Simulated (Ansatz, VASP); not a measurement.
# MoSeS: VASP beside Ansatz

Aim: how closely do two programs agree when they are given the same cell, functional and k mesh? Of the first pair: The structure shown is the start of the Ansatz relaxation below; VASP solves that cell, so the two are compared at the walk's first step.

Calculated with Ansatz 0.2.0; plane waves, with VASP 6.6.1 beside it; single point at LDA.

**1. The starting structure**

The cell holds 3 atoms: 1 Mo, 1 Se and 1 S. Its edges and angles: a = 3.277 Å, b = 3.277 Å, c = 30.191 Å, α = 90.0°, β = 90.0°, γ = 60.0°. As first built, before any earlier steps moved the atoms (in the runner's words): the S of the upper face replaced by Se in a single layer of MoS2. Vacuum lies along c. The height across the vacuum is the one that the program set for its solve, not the one typed.

**2. Ansatz: relaxation, LDA**

Ansatz runs on its default PAW (the set named soft_2) files.

The two programs are compared at the cell with which this relaxation starts, whose forces are those of its first step.

The input, input.yaml:

```yaml
crystal:
  lattice:
    - [3.2771978011, 0.0, 0.0]
    - [1.6385989006, 2.838136549, 0.0]
    - [0.0, 0.0, 19.08115]
  atoms:
    - { symbol: Mo, position: [0.6666666667, 0.6666666667, 0.50016713] }
    - { symbol: Se, position: [0.0, 0.0, 0.58373247] }
    - { symbol: S, position: [0.0, 0.0, 0.41626753] }
  periodic: [true, true, false]
kpoints:
  mp_grid: { grid: [8, 8, 1] }
scf:
  occupations: { method: fermi_dirac, width: 0.05 }
hamiltonian:
  xc: lda
output:
  forces: true
  stress: true
  write_density: true
  write_potential: true
  elf: true
  volumetric_format: npy
relax:
  f_tol: 0.02
  max_steps: 50
  cell: {}
```

Run with:

```sh
> ansatz run input.yaml --threads 1 --pin off --max-ram 4096MiB --backend cpu --events-out ev --progress --plain --runs-dir out
```

Numbers of over 12 decimals in the logs are rounded to 6 here.

Output:

```text
Warning: crystal.periodic: the lattice vector that does not repeat stood 0.000° off the slab's normal, 19.081 Å along it as the deck builds it. The run solves the slab on a vector along the normal, 30.191 Å long, with every atom where it was (on the deck's vector they left 15.89 Å outside them, and the widest stretch free of ions among them is 1.60 Å). A fractional position that the run reports is one of the run's ce [...]
crystal.periodic: the lattice vector that does not repeat stood 0.000° off the slab's normal, 19.081 Å along it as the deck builds it. The run solves the slab on a vector along the normal, 30.191 Å long, with every atom where it was (on the deck's vector they left 15.89 Å outside them, and the widest stretch free of ions among them is 1.60 Å). A fractional position that the run reports is one of the run's cell, which [...]
Engine: ansatz 0.2.0, x86_64-unknown-linux-gnu
Pseudopotentials: kind: paw
Pseudopotential: Mo, paw, valence charge 14, recommended cutoff 420 eV (normal), Mo.paw.azcp
Pseudopotential: Se, paw, valence charge 16, recommended cutoff 420 eV (normal), Se.paw.azcp
Pseudopotential: S, paw, valence charge 6, recommended cutoff 420 eV (normal), S.paw.azcp
Functional definition: SPW92
  exchange = slater_x
  correlation = pw_c
Crystal: 3 atoms, lattice volume = 280.809 Å³
Basis set: ecut = 420 eV, 5561 PW (Γ)
Bands: 22, of which v1, the nominal top of the filled ones, is band 18 counted from 1 (17 counted from 0)
Symmetry: 6 space group operations
Space group: P3m1 (ITA 156), of the structure as read, at distance tolerance 6.5e-5 Å
k-points: 10 of 64 (time reversal used)
Non-local potential: Mo, projectors of the file, l = 0: 3, l = 1: 2, l = 2: 2, l = 3: 1
Non-local potential: Se, projectors of the file, l = 0: 2, l = 1: 2, l = 2: 3, l = 3: 1
Non-local potential: S, projectors of the file, l = 0: 2, l = 1: 2, l = 2: 2
PAW form: soft (Blöchl's): semilocal exchange-correlation on the pseudo side does not see the compensation charge
PAW frozen core: Mo, regenerated for the run's functional, and the local potential with it (the file was generated under x = pbe(κ = 0.804, μ = 0.219515), c = pbe(β = 0.066725))
PAW frozen core: Se, regenerated for the run's functional, and the local potential with it (the file was generated under x = pbe(κ = 0.804, μ = 0.219515), c = pbe(β = 0.066725))
PAW frozen core: S, regenerated for the run's functional, and the local potential with it (the file was generated under x = pbe(κ = 0.804, μ = 0.219515), c = pbe(β = 0.066725))
PAW one-centre angular grid: Mo, 590 points (default); XC on 64 Gauss nodes
PAW one-centre angular grid: Se, 590 points (default); XC on 64 Gauss nodes
PAW one-centre angular grid: S, 110 points (default); XC on 64 Gauss nodes
Initial density: superposition of atomic densities (neutral atoms: chi_scale 0, normalization atom), corrected by the library's trained network
[...]
iter 1 solved again at ethr=4.41e-7 eV; its pass at ethr=3.10e-3 eV (dr2=1.59e-4 eV) is discarded
SCF iter   1: F=—  HF=-11098.082323 eV  |F-HF|=—  |Δ(HF+E_count)|=         —  Δρ=1.29e-4  dr2=1.53e-4  ethr=4.41e-7  ⟨swp⟩=4.4  Hψ=1763  notcnv=0
preconditioner: auto → Resta (q_TF=auto, 1.957 Å⁻¹)  ε∞=2.4  [insulator: Δε(μ)=1.949 eV  Ē_g=8.091 eV  σ=0.050 eV  W_gap=1.00  n_scr=18 (ndim 8)  ℏωp=9.7 eV  f_vac=0.767  D(μ)=0.00/eV (n_scr^D=0)  ε∞_Penn≈2.4  vacuum switching on, ρ_ref=4.7e-3 e/Å³]
SCF iter   2: F=—  HF=-11098.082324 eV  |F-HF|=—  |Δ(HF+E_count)|=   5.90e-7  Δρ=1.40e-4  dr2=2.27e-4  ethr=4.26e-7  ⟨swp⟩=2.8  Hψ=339  notcnv=0
SCF iter   3: F=—  HF=-11098.082301 eV  |F-HF|=—  |Δ(HF+E_count)|=   2.34e-5  Δρ=4.14e-5  dr2=9.10e-6  ethr=4.26e-7  ⟨swp⟩=2.5  Hψ=277  notcnv=0
SCF iter   4: F=—  HF=-11098.082301 eV  |F-HF|=—  |Δ(HF+E_count)|=   2.06e-7  Δρ=2.84e-5  dr2=6.92e-6  ethr=2.53e-8  ⟨swp⟩=2.9  Hψ=373  notcnv=0
SCF iter   5: F=-11098.082300 eV  HF=-11098.082300 eV  |F-HF|=1.15e-7  |Δ(HF+E_count)|=   7.37e-7  Δρ=1.13e-5  dr2=2.52e-7  ethr=8.23e-10  ⟨swp⟩=15.1  Hψ=2347  notcnv=0
SCF 4 converged in 5 iterations: F = -11098.082300 eV  dr2 = 2.52e-7
relax step   4: F+E_penalty+E_count = -11098.08229997 eV  Δ(F+E_penalty+E_count) = -3.425e-4 eV  max|allowed force component| = 4.406e-3 eV/Å  Δτ_max = 0.0016 Å  P = -0.009 N/m  Ω = 264.677 Å³  energy of the carried Pulay correction = +4.572e-4 eV  fix = [c, alpha, beta]  reactions: c -0.000 N/m  (5 SCF iters, dr2 threshold 2.96e-7 eV, accepted)
Initial wavefunctions: pseudopotential atomic-orbital guess (no wavefunctions were taken with the density)
iter 1 solved again at ethr=1.44e-7 eV; its pass at ethr=3.10e-3 eV (dr2=5.17e-5 eV) is discarded
SCF iter   1: F=—  HF=-11098.081885 eV  |F-HF|=—  |Δ(HF+E_count)|=         —  Δρ=2.49e-5  dr2=4.62e-7  ethr=1.44e-7  ⟨swp⟩=6.5  Hψ=2931  notcnv=0
preconditioner: auto → Resta (q_TF=auto, 1.957 Å⁻¹)  ε∞=2.4  [insulator: Δε(μ)=1.948 eV  Ē_g=8.092 eV  σ=0.050 eV  W_gap=1.00  n_scr=18 (ndim 8)  ℏωp=9.7 eV  f_vac=0.767  D(μ)=0.00/eV (n_scr^D=0)  ε∞_Penn≈2.4  vacuum switching on, ρ_ref=4.7e-3 e/Å³]
SCF iter   2: F=—  HF=-11098.081879 eV  |F-HF|=—  |Δ(HF+E_count)|=   6.44e-6  Δρ=1.36e-5  dr2=3.16e-7  ethr=1.28e-9  ⟨swp⟩=3.3  Hψ=496  notcnv=0
SCF iter   3: F=—  HF=-11098.081879 eV  |F-HF|=—  |Δ(HF+E_count)|=   9.22e-8  Δρ=9.04e-6  dr2=8.59e-7  ethr=8.77e-10  ⟨swp⟩=3.5  Hψ=425  notcnv=0  recentre
SCF iter   4: F=—  HF=-11098.081879 eV  |F-HF|=—  |Δ(HF+E_count)|=   7.13e-8  Δρ=3.06e-6  dr2=3.44e-8  ethr=8.77e-10  ⟨swp⟩=2.6  Hψ=281  notcnv=0
SCF iter   5: F=—  HF=-11098.081879 eV  |F-HF|=—  |Δ(HF+E_count)|=   2.22e-9  Δρ=1.52e-6  dr2=1.33e-8  ethr=9.55e-11  ⟨swp⟩=3.1  Hψ=357  notcnv=0
SCF iter   6: F=—  HF=-11098.081879 eV  |F-HF|=—  |Δ(HF+E_count)|=  5.91e-10  Δρ=3.78e-7  dr2=3.66e-10  ethr=3.69e-11  ⟨swp⟩=2.5  Hψ=280  notcnv=0
SCF iter   7: F=—  HF=-11098.081879 eV  |F-HF|=—  |Δ(HF+E_count)|=  4.17e-10  Δρ=1.28e-7  dr2=8.52e-11  ethr=1.02e-12  ⟨swp⟩=3.7  Hψ=546  notcnv=0
SCF iter   8: F=-11098.081879 eV  HF=-11098.081879 eV  |F-HF|=2.18e-11  |Δ(HF+E_count)|=  1.09e-11  Δρ=4.36e-8  dr2=8.87e-12  ethr=1.00e-12  ⟨swp⟩=10.9  Hψ=1603  notcnv=0
SCF 5 converged in 8 iterations: F = -11098.081879 eV  dr2 = 8.87e-12
relax step   5: F+E_penalty+E_count = -11098.08187900 eV  Δ(F+E_penalty+E_count) = +4.210e-4 eV  max|allowed force component| = 4.581e-3 eV/Å  Δτ_max = 0.0000 Å  P = -0.010 N/m  Ω = 264.677 Å³  fix = [c, alpha, beta]  reactions: c -0.000 N/m  stress off target by 9.86e-3 N/m on what of the cell is left free  SCF on the basis re-selected at this cell (its energy is not comparable with the rows above)  (8 SCF iters)
basis re-selected at this cell: Δ(F+E_penalty+E_count) = +4.210e-4 eV, ΔP = -0.001 N/m vs the last step (what re-selecting the basis moved, of the pressure what is left beyond the Pulay correction that the steps carried, after the strain that the cell walked since its last selection, with what the two solves' SCF thresholds leave and, on support functions, any second-order correction that the steps lacked; it is no m [...]
WARN: The output density's exchange-correlation potential varies sharply where the density is thin. Do not read a vacuum level from v_tot or v_xc, or from such a field of the output density. On a cell that repeats whose density bears no net charge and no dipole along the vacuum's axis use v_es (v_loc + v_h of the components); under efield.dipole_correction with no amplitude use v_es + v_field, which holds any externa [...]
SCF converged after 8 iterations
Free energy (F): -11098.081879 eV
Harris-Foulkes:  -11098.081879 eV  (|F-HF|=2.18e-11)
Internal energy: -11098.081879 eV  (E = F + TS)
E sigma→0 (E₀):  -11098.081879 eV
Fermi energy:    -5.024284 eV
--- Per-component energies (eV) ---
  E_band       = -1106.867144
  E_kinetic    = 671.480131
  E_local      = -84630.894887  (includes V_loc(G=0)·N_el)
  E_nonlocal   = -411.770329
  E_hartree    = 41810.444534
  E_xc         = -384.015967
  E_vxc        = -417.146553  (∫ρ·V_xc dr)
  E_paw        = -5485.201350  (= ΣΔE_a)
  E_vpaw       = 60.575695  (= ΣTr[D̂ρ^β])
  E_aug_tail   = -0.000582  (compensation charges beyond the density's cutoff)
  E_ewald      = 37329.033194
  E_core_change = 2.843376  (= ΣΔE_core)
  E_smearing   = -0.000000  (= −TS)
  E_closure    = 0.000000  (closes the sum)
  Σ components = -11098.081879   (vs F -11098.081879, Δ=0.00e0)
--- Forces (eV/Å), atoms counted from 1 ---
  atom   1  Mo     0.00000000     0.00000000    -0.00194058
  atom   2  Se    -0.00000000     0.00000000     0.00434522
  atom   3  S     -0.00000000     0.00000000    -0.00311142
  max |Σ_I F_I| component: 7.07e-4 eV/Å
--- 2D stress c σ (N/m, compression-positive) ---
       -0.009857      -0.000000      -0.000000
       -0.000000      -0.009857      -0.000000
       -0.000000      -0.000000      -0.000000
  P = ½ c Tr σ = -0.0099 N/m
--- Band table (eV; the first three rows and the last of 10) ---
  k-point 0: bands = [... 14 lower, -7.9092, -7.0363, -7.0363, -5.9802, -2.8583, -2.8583, -2.4855, -2.4855]
  k-point 1: bands = [... 14 lower, -8.1859, -7.3209, -6.9373, -6.0509, -3.3529, -3.1293, -2.8466, -2.4526]
  k-point 2: bands = [... 14 lower, -8.2812, -7.3030, -7.2724, -6.5772, -3.9052, -3.3651, -2.9067, -1.8775]
  k-point 9: bands = [... 14 lower, -9.0897, -8.9433, -7.9020, -5.9911, -3.9740, -2.9167, -2.4766, -1.0699]
--- Relaxed structure (4 steps of the walk, 4 accepted, 1 SCFs on fresh bases) ---
  F+E_penalty+E_count = -11098.08187900 eV   max|allowed force component| = 4.581e-3 eV/Å   (the final SCF, on the basis selected at the relaxed cell)
  cell:  # Å, volume = 264.6774 Å³
    - [3.181672, -2.8026090393433715e-11, 0]
    - [1.590836, 2.755409, 0]
    - [0, 0, 30.190847279762]
  atoms:
    - { symbol: Mo, position: [0.666667, 0.666667, 0.314153] }
    - { symbol: Se, position: [-7.513348594559031e-19, -1.4626854739928925e-17, 0.370124] }
    - { symbol: S, position: [-4.828153134948697e-19, -1.4542841366826354e-17, 0.263856] }
```

**3. VASP: single point, LDA, start cell, pair 1**

The same cell, functional (in two slightly different forms), mesh and smearing now go to VASP, with its own data sets.

Lines of VASP's logs that name or quote its potential files are left out, and so is its time.

The input, INCAR:

```
SYSTEM = MoSeS
PREC = Accurate
ENCUT = 400
EDIFF = 1E-06
NELM = 120
ISMEAR = -1
SIGMA = 0.05
LREAL = .FALSE.
ALGO = Normal
GGA = CA
NBANDS = 19
LASPH = .TRUE.
LORBIT = 11
LWAVE = .FALSE.
LCHARG = .FALSE.
ISIF = 2
LDIPOL = .TRUE.
IDIPOL = 3
DIPOL = 0.5 0.5 0.316
LVHAR = .TRUE.
GGA_COMPAT = .FALSE.
EFERMI = MIDGAP
NELMDL = -8
```

The input, POSCAR:

```
MoSeS
1.0
    3.2771980000      0.0000000000      0.0000000000
    1.6385990000      2.8381370000      0.0000000000
    0.0000000000      0.0000000000     30.1908470000
Mo Se S
1 1 1
Direct
    0.6666667254      0.6666665492      0.3161144833
    0.0000000000      0.0000000000      0.3689292652
    0.0000000000      0.0000000000      0.2630884453
```

The input, KPOINTS:

```
Automatic mesh
0
Gamma
8 8 1
0 0 0
```

PAW data sets: Mo_sv, Se and S (LDA family, release 64).

Run with:

```sh
> mpirun -np 1 vasp_std
```

Output:

```text
[banner, memory and clock lines left out]
running    1 mpi-ranks, on    1 nodes
 distrk:  each k-point on    1 cores,    1 groups
 distr:  one band on    1 cores,    1 groups

 POSCAR found type information on POSCAR MoSeS
 POSCAR found :  3 types and       3 ions
 LDA part: xc-table for (Slater(with rela. corr.)+CA(PZ))
 , standard interpolation
 POSCAR, INCAR and KPOINTS ok, starting setup
 FFT: planning ... GRIDC
 FFT: planning ... GRID_SOFT
 FFT: planning ... GRID
 WAVECAR not read
 entering main loop
       N       E                     dE             d eps       ncg     rms          rms(c)
DAV:   1     0.128942990996E+03    0.12894E+03   -0.11508E+04   540   0.824E+02
DAV:   2    -0.134193876291E+02   -0.14236E+03   -0.13909E+03   529   0.196E+02
DAV:   3    -0.244348408191E+02   -0.11015E+02   -0.10958E+02   535   0.514E+01
DAV:   4    -0.245669366863E+02   -0.13210E+00   -0.13161E+00   465   0.625E+00
DAV:   5    -0.245700599823E+02   -0.31233E-02   -0.31218E-02   508   0.926E-01
DAV:   6    -0.245701570429E+02   -0.97061E-04   -0.97059E-04   479   0.151E-01
DAV:   7    -0.245701617283E+02   -0.46854E-05   -0.46852E-05   527   0.304E-02
DAV:   8    -0.245701619909E+02   -0.26257E-06   -0.26271E-06   473   0.655E-03    0.203E+01
DAV:   9    -0.236683975128E+02    0.90176E+00   -0.11055E+01   448   0.207E+01    0.679E+00
DAV:  10    -0.234482817039E+02    0.22012E+00   -0.62974E+00   439   0.146E+01    0.560E+00
DAV:  11    -0.232207351550E+02    0.22755E+00   -0.11366E+00   454   0.664E+00    0.960E-01
DAV:  12    -0.232195377175E+02    0.11974E-02   -0.36892E-02   442   0.116E+00    0.551E-01
DAV:  13    -0.232175655084E+02    0.19722E-02   -0.90939E-03   436   0.636E-01    0.106E-01
DAV:  14    -0.232175879012E+02   -0.22393E-04   -0.54041E-04   470   0.146E-01    0.583E-02
[...]
DAV:  20    -0.232185058082E+02   -0.78368E-04   -0.33742E-06   373   0.519E-03    0.167E-03
DAV:  21    -0.232185414625E+02   -0.35654E-04   -0.13333E-06   418   0.331E-03    0.115E-03
DAV:  22    -0.232185589565E+02   -0.17494E-04   -0.47901E-07   352   0.195E-03    0.713E-04
DAV:  23    -0.232185655763E+02   -0.66198E-05   -0.39089E-07   382   0.175E-03    0.458E-04
DAV:  24    -0.232185710578E+02   -0.54815E-05   -0.14790E-07   332   0.107E-03    0.445E-04
DAV:  25    -0.232185725122E+02   -0.14544E-05   -0.17441E-08   276   0.477E-04    0.156E-04
DAV:  26    -0.232185741341E+02   -0.16219E-05   -0.33826E-08   302   0.454E-04    0.154E-04
DAV:  27    -0.232185746924E+02   -0.55829E-06   -0.63100E-09   265   0.266E-04
   1 F= -.23218575E+02 E0= -.23218575E+02  d E =-.168662E-07
```

From OUTCAR (step 3):

```text
ion  position               nearest neighbor table
   1  0.667  0.667  0.316-   2 2.47   2 2.47   2 2.47   3 2.48   3 2.48   3 2.48
   2  0.000  0.000  0.369-   1 2.47   1 2.47   1 2.47
   3  0.000  0.000  0.263-   1 2.48   1 2.48   1 2.48

  LATTYP: Found a hexagonal cell.
 ALAT       =     3.2771982414
 C/A-ratio  =     9.2123957039

 Subroutine GETGRP returns: Found  6 space group operations
 (whereof  6 operations were pure point group operations)

The static configuration has the point symmetry C_3v.

 Found     10 irreducible k-points:

   k-points           NKPTS =     10   k-points in BZ     NKDIM =     10   number of bands    NBANDS=     19

   dimension x,y,z NGX =    24 NGY =   24 NGZ =  200
   dimension x,y,z NGXF=    48 NGYF=   48 NGZF=  400

   ENCUT  =  400.0 eV  29.40 Ry    5.42 a.u.   5.34  5.34 49.23*2*pi/ulx,y,z

   NELECT =      26.0000    total number of electrons

 k-points in reciprocal lattice and weights: Automatic mesh
   0.00000000  0.00000000  0.00000000       0.016
   0.12500000 -0.00000000  0.00000000       0.094
   0.25000000 -0.00000000  0.00000000       0.094
   0.37500000  0.00000000  0.00000000       0.094
   0.50000000 -0.00000000  0.00000000       0.047
   0.25000000  0.12500000  0.00000000       0.094
   0.37500000  0.12500000  0.00000000       0.188
   0.50000000  0.12500000  0.00000000       0.188
   0.50000000  0.25000000  0.00000000       0.094
  -0.37500000  0.25000000  0.00000000       0.094

 dipolmoment           0.000000      0.000000     -0.026746 electrons x Angstroem

 average (electrostatic) potential at core
       1 -85.0377       2 -67.5484       3 -95.0535

 E-fermi :  -2.6875

 k-point     1 :       0.0000    0.0000    0.0000
  band No.  band energies     occupation
    ...
      9      -5.8871      2.00000
     10      -5.1052      2.00000
     11      -4.8350      2.00000
     12      -4.8350      2.00000
     13      -3.4689      2.00000
     14      -0.9361      0.00000
     15      -0.9361      0.00000
     16      -0.1408      0.00000
     17      -0.1408      0.00000
     18       1.5948      0.00000
    ...

 k-point     2 :       0.1250   -0.0000    0.0000
  band No.  band energies     occupation
    ...
      9      -5.8691      2.00000
     10      -5.6708      2.00000
     11      -5.1556      2.00000
     12      -4.4148      2.00000
     13      -3.5982      2.00000
     14      -1.2354      0.00000
     15      -0.8880      0.00000
     16      -0.7943      0.00000
     17      -0.1268      0.00000
     18       2.0207      0.00000
    ...

 k-point     3 :       0.2500   -0.0000    0.0000
  band No.  band energies     occupation
    ...
      9      -6.8131      2.00000
     10      -5.7677      2.00000
     11      -5.1204      2.00000
     12      -4.6622      2.00000
     13      -4.1408      2.00000
     14      -1.4298      0.00000
     15      -1.2191      0.00000
     16      -0.7819      0.00000
     17       0.2912      0.00000
     18       2.7864      0.00000
    ...

  Total       -2.7726797     -2.7726802     -1.1688394      0.0000000     -0.0000000     -0.0000000
  in kB      -15.8197257    -15.8197288     -6.6688982      0.0000000     -0.0000000     -0.0000000
  external PRESSURE =     -12.7694509 kB  Pullay stress =       0.0000000 kB

  energy-cutoff  :      400.00
  volume of cell :      280.81
      direct lattice vectors                 reciprocal lattice vectors
     3.277198000  0.000000000  0.000000000     0.305138719 -0.176171904  0.000000000
     1.638599000  2.838137000  0.000000000     0.000000000  0.352343809  0.000000000
     0.000000000  0.000000000 30.190847000     0.000000000  0.000000000  0.033122622

 POSITION                                       TOTAL-FORCE (eV/Angst)
 -----------------------------------------------------------------------------------
      3.27720      1.89209      9.54376        -0.000000     -0.000000     -2.457271
      0.00000      0.00000     11.13829         0.000000      0.000000      0.895036
      0.00000      0.00000      7.94286         0.000000      0.000000      1.562235
 -----------------------------------------------------------------------------------
    total drift:                               -0.000000      0.000609     -0.000642

  FREE ENERGIE OF THE ION-ELECTRON SYSTEM (eV)
  ---------------------------------------------------
  free  energy   TOTEN  =       -23.2185746924 eV

  energy  without entropy=      -23.2185746756  energy(sigma->0) =      -23.21857468

 vacuum level on the upper side and lower side of the slab         2.235         2.755

 total charge
# of ion       s       p       d       tot
------------------------------------------
    1        2.282   6.196   3.944  12.423
    2        1.480   2.369   0.073   3.921
    3        1.362   2.285   0.000   3.647
--------------------------------------------------
tot          5.124  10.850   4.017  19.991

[... 3 further parts left out ...]
```

This run has no spin polarisation, so a moment on Mo, if there is one, isn't seen.

**4. Differences**

Known differences besides the potentials themselves: the two LDA forms differ slightly; Ansatz cuts the interaction across the vacuum, VASP repeats the sheet with a dipole correction; the data sets hold 36 valence electrons in Ansatz (on its default PAW (the set named soft_2) files) and 26 in VASP; the cutoff is 420 eV in Ansatz and 400 eV in VASP; VASP's log shows a relativistic correction to its local exchange, Ansatz's none. Total energies have different zeros and are not compared.

Forces (eV/Å; atoms numbered as in POSCAR):

| atom | Ansatz x, y, z | VASP x, y, z |
| --- | --- | --- |
| Mo1 | 0.000, 0.000, -2.394 | 0.000, 0.000, -2.457 |
| Se2 | 0.000, 0.000, 0.811 | 0.000, 0.000, 0.895 |
| S3 | 0.000, 0.000, 1.582 | 0.000, 0.000, 1.562 |

The forces differ by 36 meV/Å r.m.s., which is 3.5 % of the r.m.s. force of 1.015 eV/Å (both taken over all components). With vacuum in the cell, a pressure given here is an average over mostly empty space and none of the material.

**5. What the set-up changes**

Further runs change the set-up of one program: Ansatz's method, potentials or start, or VASP's data sets, cutoff or form of LDA. The table gives that difference for each run.

| run | r.m.s. force difference (meV/Å) |
| --- | --- |
| as above | 36 |
| VASP with the data sets Mo, Se_sv_GW and S and a cutoff of 620 eV | 5.4 |

(Part 1 of 2 ends here.)

[Lines on the potential files, build, host, timing and source positions are cut from VASP's logs without a mark.]

[Logs are printed without paths, hosts, clocks, repeated set-up lines and the standing remarks that a program may print on its own settings, such as how far it seeks lower states.]

[Hosts, paths, dates, database ids (printed as entryN), source tags and the programs' standing remarks are cut or masked in the printed files.]
